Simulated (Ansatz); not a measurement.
Wanted: the native input for an Ansatz 0.2.0 run.

```yaml
Task: single point
Functional: PBE
Potentials_or_basis: Ansatz PAW
Cutoff: "420 eV (not typed: the program's choice for these potentials)"
k_mesh: 12 × 12 × 12
Occupations: fermi-dirac, width 0.05 eV
Spin: collinear spin, ferromagnetic start
Starting_moments: "[3.5] μB"
```

Crystal: V.

```xyz
1
Lattice="-1.5144 1.5144 1.5144 1.5144 -1.5144 1.5144 1.5144 1.5144 -1.5144" Properties=species:S:1:pos:R:3 pbc="T T T"
V     0.0000    0.0000    0.0000
```

These files were run (other wordings do the same):

input.yaml

```yaml
crystal:
  lattice:
    - [-1.51435, 1.51435, 1.51435]
    - [1.51435, -1.51435, 1.51435]
    - [1.51435, 1.51435, -1.51435]
  atoms:
    - { symbol: V, position: [0.0, 0.0, 0.0], spin: 3.5 }
hamiltonian:
  xc: pbe
  pseudopotentials: { kind: paw }
magnetization:
  spin_polarized: true
kpoints:
  mp_grid: { grid: [12, 12, 12] }
scf:
  occupations: { method: fermi_dirac, width: 0.05 }
output:
  forces: true
  stress: true
  eigenvalues: true
```

Potentials or basis: Ansatz PAW.

The run is started by

```sh
$ ansatz run input.yaml --threads 2 --pin off --max-ram 5120MiB --backend cpu --events-out ev --progress --plain --runs-dir out
```

It gave:

The pressure is -5.4 GPa, the band gap on the k mesh is none (metal or under the smearing width) and the net moment is 0.00 μB per cell. The absolute moment is 0.00 μB per cell.

Caveat: the starting moments weren't kept.

Run time: 3.5 s on 2 threads of Intel(R) Xeon(R) Platinum 8175M CPU @ 2.50GHz (Skylake/Cascade Lake), on a shared host, peak memory 0.33 GiB.
